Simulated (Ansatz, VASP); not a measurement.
# SnO2: VASP beside Ansatz

```
Sn O
1.0
    -0.00147    2.67910    2.63904
     2.67753   -0.03709    2.67467
     2.64692    2.68412   -0.00649
Sn O
1 2
Cartesian
  0.0000 0.0000 0.0000
  1.0557 1.4616 1.2268
  4.2673 3.8645 4.0805
```

Alike in both runs: task single point; functional PBE; k mesh 12 × 12 × 12; occupations gaussian, width 0.1 eV; no spin polarisation.

|  | VASP | Ansatz |
| --- | --- | --- |
| version | VASP 6.6.1 | Ansatz 0.2.0 |
| potentials or method | VASP PAW PBE potentials, release 64 (Sn_d, O) | scalar-relativistic, plane waves, PAW |
| plane-wave cutoff (eV) | 520 | 420 |
| valence electrons in the cell | 26 | 26 |

Ansatz gave:

- gap on the k mesh at the Fermi level (eV): none
- pressure (GPa): -4.1
- largest component of the traceless stress (GPa): 12.98
- rms of the force components (eV/Å): 1.824

Question: Estimate VASP's values.

Answer: gap on the k mesh at the Fermi level (eV): none; pressure (GPa): -3.8; largest component of the traceless stress (GPa): 12.83; rms of the force components (eV/Å): 1.834.

Atom by atom the forces differ by 0.011 eV/Å (rms over components). A gap of «none» marks a metal or a gap that the smearing closes.

Caveats: forces of over 1 eV/Å show positions far from the minimum, so gaps and moduli don't describe the material at rest.
